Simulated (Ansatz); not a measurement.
# Rb: energy and pressure over a range of volumes

Aim: scale the cell of Rb up and down at fixed shape and fractional positions, and get the equilibrium volume and bulk modulus with LAPW, PAW and all-electron datasets made for the crystal.

This is Rb in the fcc structure; at room conditions it is bcc.

Method: DFT PBE, scalar-relativistic, in Ansatz 0.2.0.

**1. The system as given**

It takes space group Fm-3m (No. 225, cubic). The conventional cell has a = 7.152 Å, b = 7.152 Å, c = 7.152 Å, α = 90.00°, β = 90.00°, γ = 90.00°.

Structure file:

```cif
data_structure
_symmetry_space_group_name_H-M 'Fm-3m'
_symmetry_Int_Tables_number 225
_cell_length_a 7.1516
_cell_length_b 7.1516
_cell_length_c 7.1516
_cell_angle_alpha 90.000
_cell_angle_beta 90.000
_cell_angle_gamma 90.000
_cell_volume 365.76
loop_
_atom_site_label
_atom_site_type_symbol
_atom_site_symmetry_multiplicity
_atom_site_Wyckoff_symbol
_atom_site_fract_x
_atom_site_fract_y
_atom_site_fract_z
_atom_site_occupancy
Rb1 Rb 4 a 0.00000 0.00000 0.00000 1
```

The file gives the conventional cell by its symmetry; the runs use the cell typed in the input.

The cell was relaxed by PAW from a hypothetical start (fcc type); it needn't be the stable phase of this composition.

**2. Volume × 0.9405, LAPW**

The input, input.yaml:

```yaml
crystal:
  lattice:
    - [0.0, 3.5034013123, 3.5034013123]
    - [3.5034013123, 0.0, 3.5034013123]
    - [3.5034013123, 3.5034013123, 0.0]
  atoms:
    - { symbol: Rb, position: [0.0, 0.0, 0.0] }
kpoints:
  mp_grid: { grid: [11, 11, 11] }
scf:
  occupations: { method: fermi_dirac, width: 0.03 }
hamiltonian:
  xc: pbe
  pseudopotentials: { kind: all_electron, lapw: { basis_error: 0.0005 } }
output:
  forces: true
  stress: true
  eigenvalues: true
```

Launch:

```sh
$ ansatz run input.yaml --threads 1 --pin off --max-ram 2048MiB --backend cpu --events-out ev --progress --plain --runs-dir out
```

**3. Volume × 0.9405, PAW**

Edit input.yaml of step 2 so:

```diff
@@ -13,3 +13,3 @@
   xc: pbe
-  pseudopotentials: { kind: all_electron, lapw: { basis_error: 0.0005 } }
+  pseudopotentials: { kind: paw }
 output:
@@ -18 +18,2 @@
   eigenvalues: true
+  efg: { contact_densities: true }
```

**4. Volume × 0.9405, crystal datasets**

Edit input.yaml of step 3 so:

```diff
@@ -13,3 +13,3 @@
   xc: pbe
-  pseudopotentials: { kind: paw }
+  pseudopotentials: { kind: all_electron, datasets: crystal }
 output:
```

**5. Volume × 0.97, LAPW**

The input, input.yaml:

```yaml
crystal:
  lattice:
    - [0.0, 3.539654444, 3.539654444]
    - [3.539654444, 0.0, 3.539654444]
    - [3.539654444, 3.539654444, 0.0]
  atoms:
    - { symbol: Rb, position: [0.0, 0.0, 0.0] }
kpoints:
  mp_grid: { grid: [11, 11, 11] }
scf:
  occupations: { method: fermi_dirac, width: 0.03 }
hamiltonian:
  xc: pbe
  pseudopotentials: { kind: all_electron, lapw: { basis_error: 0.0005 } }
output:
  forces: true
  stress: true
  eigenvalues: true
```

**6. Volume × 0.97, PAW**

Edit input.yaml of step 5 so:

```diff
@@ -13,3 +13,3 @@
   xc: pbe
-  pseudopotentials: { kind: all_electron, lapw: { basis_error: 0.0005 } }
+  pseudopotentials: { kind: paw }
 output:
@@ -18 +18,6 @@
   eigenvalues: true
+  efg: { contact_densities: true }
+  write_density: true
+  write_potential: true
+  elf: true
+  volumetric_format: npy
```

**7. Volume × 1.03, LAPW**

The input, input.yaml:

```yaml
crystal:
  lattice:
    - [0.0, 3.6111818858, 3.6111818858]
    - [3.6111818858, 0.0, 3.6111818858]
    - [3.6111818858, 3.6111818858, 0.0]
  atoms:
    - { symbol: Rb, position: [0.0, 0.0, 0.0] }
kpoints:
  mp_grid: { grid: [11, 11, 11] }
scf:
  occupations: { method: fermi_dirac, width: 0.03 }
hamiltonian:
  xc: pbe
  pseudopotentials: { kind: all_electron, lapw: { basis_error: 0.0005 } }
output:
  forces: true
  stress: true
  eigenvalues: true
```

**8. Volume × 1.03, PAW**

Edit input.yaml of step 7 so:

```diff
@@ -13,3 +13,3 @@
   xc: pbe
-  pseudopotentials: { kind: all_electron, lapw: { basis_error: 0.0005 } }
+  pseudopotentials: { kind: paw }
 output:
@@ -18 +18,2 @@
   eigenvalues: true
+  efg: { contact_densities: true }
```

**9. Volume × 1.06, LAPW**

The input, input.yaml:

```yaml
crystal:
  lattice:
    - [0.0, 3.6459069187, 3.6459069187]
    - [3.6459069187, 0.0, 3.6459069187]
    - [3.6459069187, 3.6459069187, 0.0]
  atoms:
    - { symbol: Rb, position: [0.0, 0.0, 0.0] }
kpoints:
  mp_grid: { grid: [11, 11, 11] }
scf:
  occupations: { method: fermi_dirac, width: 0.03 }
hamiltonian:
  xc: pbe
  pseudopotentials: { kind: all_electron, lapw: { basis_error: 0.0005 } }
output:
  forces: true
  stress: true
  eigenvalues: true
```

**10. Volume × 1.06, PAW**

Edit input.yaml of step 9 so:

```diff
@@ -13,3 +13,3 @@
   xc: pbe
-  pseudopotentials: { kind: all_electron, lapw: { basis_error: 0.0005 } }
+  pseudopotentials: { kind: paw }
 output:
@@ -18 +18,2 @@
   eigenvalues: true
+  efg: { contact_densities: true }
```

**11. Volume × 1.06, crystal datasets**

Edit input.yaml of step 10 so:

```diff
@@ -13,3 +13,3 @@
   xc: pbe
-  pseudopotentials: { kind: paw }
+  pseudopotentials: { kind: all_electron, datasets: crystal }
 output:
```

(Steps that only read results are left out.)

Before running it: what results should come out? Wanted: equilibrium volume; bulk modulus (for each run or level that gives them).

**Answer**, as computed:

| quantity | value |
| --- | --- |
| equilibrium volume (LAPW) | 91.291 Å³/atom |
| bulk modulus (LAPW) | 2.8 GPa |
| its pressure derivative (LAPW) | 3.8 |
| equilibrium volume (PAW) | 91.282 Å³/atom |
| bulk modulus (PAW) | 2.8 GPa |
| its pressure derivative (PAW) | 3.8 |

What this shows: By LAPW, the pressure vanishes at 91.29 Å³/atom (-0.2 % from the starting cell) and the bulk modulus there is 2.8 GPa (Birch-Murnaghan, third order). PAW's volume lies -0.01 % and its modulus less than 0.1 % from LAPW's. No thermal or zero-point expansion is included.
